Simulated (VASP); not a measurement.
Input of a VASP 6.6.1 run:

File INCAR:

```
SYSTEM = TiTe2
PREC = Accurate
ENCUT = 600
EDIFF = 1E-7
ISMEAR = 0
SIGMA = 0.03
LREAL = .FALSE.
LASPH = .TRUE.
NELM = 120
ALGO = Normal
ISIF = 3
LWAVE = .FALSE.
LCHARG = .FALSE.
METAGGA = R2SCAN
LMIXTAU = .TRUE.
LUSE_VDW = .TRUE.
IVDW_NL = 2
BPARAM = 11.95
CPARAM = 0.0093
IBRION = 2
NSW = 90
EDIFFG = -0.005
LATTICE_CONSTRAINTS = .TRUE. .TRUE. .FALSE.
```

Contents of KPOINTS:

```
Automatic mesh
0
G
  9 9 1
  0 0 0
```

POSCAR

```
TiTe2                                   
1.0
    3.7801616728      0.0000000000      0.0000000000
   -1.8900808364      3.2737160389      0.0000000000
    0.0000000000      0.0000000000     21.4153488000
  Te              Ti            
     2     1
Direct
     0.3333333300000021    0.6666666699999979    0.4202149801868233
     0.6666666699999979    0.3333333300000021    0.5797850198131766
     0.0000000000000000    0.0000000000000000    0.5000000000000000
```

Potentials or basis: VASP PAW PBE potentials, release 64 (Te, Ti_sv).

Launch:

```bash
$ cat potpaw_PBE.64/Te/POTCAR potpaw_PBE.64/Ti_sv/POTCAR > POTCAR
$ mpirun -np 1 vasp_std > vasp.out
```

(1) Estimate the band gap on the k mesh.

Results:

(1) none (metal or under the smearing width).

Caveat: the relaxation stopped at its first step, so nothing moved.
